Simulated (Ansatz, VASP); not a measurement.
## Two plane-wave programs on Y

File INCAR:

```
SYSTEM = Y
ALGO = Normal
EDIFF = 1E-7
ENCUT = 520
GGA = PE
ISIF = 2
ISMEAR = -1
LASPH = .TRUE.
LCHARG = .FALSE.
LREAL = .FALSE.
LWAVE = .FALSE.
NBANDS = 18
NELM = 80
PREC = Accurate
SIGMA = 0.05
```

File KPOINTS:

```
k-points
0
G
  7 7 4
  0 0 0
```

Contents of POSCAR:

```
Y
1.0
    3.6474000000      0.0000000000      0.0000000000
   -1.8237000000      3.1587410578      0.0000000000
    0.0000000000      0.0000000000      5.9598240000
Y
2
Direct
    0.6666666667      0.3333333333      0.7500000000
    0.3333333333      0.6666666667      0.2500000000
```

Contents of input.yaml:

```yaml
crystal:
  lattice:
    - [3.6474, 0.0, 0.0]
    - [-1.8237, 3.1587410578, 0.0]
    - [0.0, 0.0, 5.959824]
  atoms:
    - { symbol: "Y", position: [0.6666666667, 0.3333333333, 0.75] }
    - { symbol: "Y", position: [0.3333333333, 0.6666666667, 0.25] }
hamiltonian:
  xc: pbe
  pseudopotentials: { kind: paw }
kpoints:
  mp_grid: { grid: [7, 7, 4] }
scf:
  occupations: { method: fermi_dirac, width: 0.05 }
output:
  forces: true
  stress: true
  eigenvalues: true
```

Alike in both runs: task single point; functional PBE; k mesh 7 × 7 × 4; occupations fermi-dirac, width 0.05 eV; no spin polarisation.

|  | VASP | Ansatz |
| --- | --- | --- |
| version | VASP 6.6.1 | Ansatz 0.2.0 |
| potentials or method | VASP PAW PBE potentials, release 64 (Y_sv) | Ansatz PAW |
| plane-wave cutoff (eV) | 520 | 420 |
| valence electrons in the cell | 22 | 22 |

Ansatz gave:

* gap on the k mesh at the Fermi level (eV): none
* pressure (GPa): -1.6
* largest component of the traceless stress (GPa): 1.93

Which values does VASP return?

gap on the k mesh at the Fermi level (eV): none; pressure (GPa): -1.7; largest component of the traceless stress (GPa): 1.92.

A gap of «none» marks a metal or a gap that the smearing closes. The functional is the same, so the differences come from potentials, cutoffs and numerics.
